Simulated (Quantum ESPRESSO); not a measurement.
Runs of Quantum ESPRESSO 7.5 on CoO. It takes space group I4/mmm (No. 139, tetragonal). The conventional cell has a = 3.016 Å, b = 3.016 Å, c = 4.214 Å, α = 90.00°, β = 90.00°, γ = 90.00°. Around Co (site symmetry 4/mmm) lie 6 O at 2.11 to 2.13 Å. O (site symmetry 4/mmm) is surrounded by 6 Co at 2.11 to 2.13 Å. 

```tsv
task	level	potentials or basis	cell	k mesh	cutoff (eV)	smearing	k mesh for the Wannier functions	projections	form of the LDA correlation	iterations	mesh quality	gap on the mesh (eV)	pressure (GPa)	moment (μB)
Wannier functions	PBEsol	PseudoDojo 0.4.1 SR PBEsol standard	as given	10 × 10 × 10	1306	fermi-dirac 0.05 eV	6 × 6 × 6	Co spd, O sp	-	-	not flagged	none	-9.5	2.97
phonons	LDA	JTH 2.0 LDA	relaxed	10 × 10 × 10	707	cold 0.272 eV	-	-	PW92	-	not flagged	none	0.3	2.23
phonons	PBEsol	GBRV 1.5 PBEsol	relaxed	8 × 8 × 8	762	cold 0.2 eV	-	-	-	-	coarse	none	-0.1	(a)
Wannier functions	PBEsol	PseudoDojo 0.4.1 SR PBEsol standard	as given	10 × 10 × 10	1306	fermi-dirac 0.05 eV	6 × 6 × 6	-	-	-	not flagged	none	-9.5	2.97
Wannier functions	PBEsol	PseudoDojo 0.4.1 SR PBEsol standard	as given	10 × 10 × 10	1306	fermi-dirac 0.05 eV	6 × 6 × 6	Co spd, O sp	-	0	not flagged	none	-9.5	2.97
```

Alike in all rows: spin collinear, ferromagnetic start.

Problem. Fill in the values left out.

Solution. (a) 2.91.

Caveats: some runs use coarse meshes; a cell with one magnetic atom can't hold antiferromagnetic order, which such compounds often take; semilocal functionals often make such compounds metallic where correlation or magnetic order opens a gap, which also shifts bond lengths; the mesh is thin for the phonons of a metal (some runs); the cell relaxed to another space group than the one typed (some runs).

A gap of «none» marks a metal or a gap under the smearing width.

Runs at the PBE level aren't shown here.
